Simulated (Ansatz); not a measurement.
CH3NH2 on a (100) slab of Na (Im-3m (No. 229)), 4 planes, outer planes Na (top) and Na (bottom), 1 a cell of 66.5 Å², relaxed and still whole (its atoms last):

```
CELL_PARAMETERS angstrom
8.15590 0.00000 0.00000
0.00000 8.15590 0.00000
0.00000 0.00000 26.46442
ATOMIC_POSITIONS crystal
Na 0.25000 0.75000 0.30229
Na 0.25000 0.25000 0.30229
Na 0.75000 0.75000 0.30229
Na 0.75000 0.25000 0.30229
Na 0.50000 0.50000 0.37934
Na 0.50000 0.00000 0.37934
Na 0.00000 0.50000 0.37934
Na 0.00000 0.00000 0.37934
Na 0.75020 0.24785 0.45972
Na 0.75171 0.75238 0.45889
Na 0.24945 0.24971 0.46078
Na 0.24815 0.75021 0.45977
Na 0.00108 0.00045 0.54636
Na 0.99180 0.50218 0.54131
Na 0.50123 0.99412 0.54185
Na 0.50801 0.50639 0.54535
C 0.51395 0.37162 0.66776
N 0.39933 0.42664 0.62811
H 0.59601 0.47324 0.67780
H 0.59071 0.27220 0.65265
H 0.45378 0.32716 0.70248
H 0.32532 0.51823 0.64160
H 0.32128 0.33284 0.61843
```

Computed with DFT PBE+D3(BJ), scalar-relativistic, plane waves, PAW (Ansatz 0.2.0). Cutoff 420 eV; k points 3×3×1 on the computed 23-atom cell (Γ-centred); Gaussian smearing, width 0.10 eV; no spin polarisation. A dipole correction removes the field between periodic images along c.

It binds with 0.52 eV a molecule against the clean slab and the free molecule (no zero-point or thermal terms); its shortest contact is N–Na 2.45 Å. Take first-order desorption with no barrier to adsorption, no reaction on the face and an assumed prefactor of 10^13 s⁻¹.

**Question.** How long does a molecule stay at 300 K?

**Answer.** τ = ν⁻¹·exp(E/k_BT) with k_BT = 0.0259 eV: E/k_BT = 20.1, so τ ≈ 5×10^-5 s. At about one hit a site a second (10⁻⁶ mbar) the coverage is near τ × 1 s⁻¹, so a layer needs roughly 2×10^-2 mbar.

**Question.** Where does its peak lie in a desorption experiment heated at 5 K/s?

**Answer.** The peak obeys E/(k_B·T_p²) = (ν/β)·exp(−E/k_BT_p). Solving gives T_p ≈ 200 K (E/k_BT_p = 30.2). An error of 0.1 eV in E moves it by about 38 K, and larger molecules have larger prefactors, which lowers it.

**Question.** Is this physisorption or chemisorption?

**Answer.** The tightest contact, N–Na 2.45 Å, is 1.03 times the sum of covalent radii, and deformation and lateral interaction add up to +0.01 eV. This is chemisorption.

Spin polarisation was left out, and a magnetic state may lie lower.